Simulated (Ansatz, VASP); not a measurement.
Two plane-wave programs on SiC

```
Si C
1.0
     0.00000    2.17947    2.17947
     2.17947    0.00000    2.17947
     2.25924    2.25924   -0.07977
Si C
1 1
Direct
  0.00000 0.00000 0.00000
  0.75000 0.75000 0.75000
```

Alike in both runs: task single point; functional PBE; k mesh 12 × 12 × 12; occupations gaussian, width 0.05 eV; no spin polarisation.

|  | VASP | Ansatz |
| --- | --- | --- |
| version | VASP 6.6.1 | Ansatz 0.2.0 |
| potentials or method | VASP PAW PBE potentials, release 64 (Si, C) | scalar-relativistic, plane waves, PAW |
| plane-wave cutoff (eV) | 520 | 520 |
| valence electrons in the cell | 8 | 8 |

|  | VASP | Ansatz | Ansatz less VASP |
| --- | --- | --- | --- |
| gap on the k mesh at the Fermi level (eV) | 1.26 | 1.26 | +0.004 |
| least direct gap on the mesh (eV) | 4.18 | 4.19 | +0.008 |
| pressure (GPa) | -7.0 | -7.0 | +0.01 |
| largest component of the traceless stress (GPa) | 8.13 | 8.10 | -0.036 |
| rms of the force components (eV/Å) | 0.129 | 0.129 | -0.0001 |

Atom by atom the forces differ by 0.000 eV/Å (rms over components).

A k mesh can miss the band edges.
